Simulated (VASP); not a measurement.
A run of VASP 6.6.1:

File INCAR:

```
SYSTEM = Si2W
  PREC = Accurate
  ENCUT = 520
  EDIFF = 1E-6
  ISMEAR = -1
  SIGMA = 0.1
  LREAL = .FALSE.
  LASPH = .TRUE.
  NELM = 80
  ALGO = Normal
  ISIF = 2
  LWAVE = .FALSE.
  LCHARG = .FALSE.
  IBRION = 2
  NSW = 40
  EDIFFG = -0.005
```

Contents of KPOINTS:

```
regular mesh
0
G
  7 6 7
  0 0 0
```

POSCAR

```
Si2W
1.0
   -3.2501705600      3.1283777800      0.0523641100
    3.2736016100      3.1518088200      0.0712099800
    1.6135266400     -1.6399799700     -4.2118530600
Si W
4 2
Selective dynamics
Direct
    0.6386846100      0.0155769700      0.2990982200  F F F
    0.1632737600      0.4964089700      0.3452507600  T T T
    0.3403864600      0.0044321900      0.6754985000  T T T
    0.8273079500      0.4961220300      0.6618590800  T T T
    0.0252657000      0.9906153700      0.0127168200  T T T
    0.5050815200      0.4968444700      0.0055766100  T T T
```

Potentials or basis: VASP PAW LDA potentials, release 64 (Si, W_sv).

Run with:

```console
$ cat potpaw_LDA.64/Si/POTCAR potpaw_LDA.64/W_sv/POTCAR > POTCAR
$ mpirun -np 1 vasp_std > vasp.out
```

Hardware: 1 thread of Intel(R) Xeon(R) Platinum 8375C CPU @ 2.90GHz (Ice Lake), on a shared host.

Q: Estimate the wall time of this run.

A: It took 41 min on 1 thread of Intel(R) Xeon(R) Platinum 8375C CPU @ 2.90GHz (Ice Lake) (shared host), peak memory 0.38 GiB. Counts: scf iterations 135, k points 148, ion steps 24.
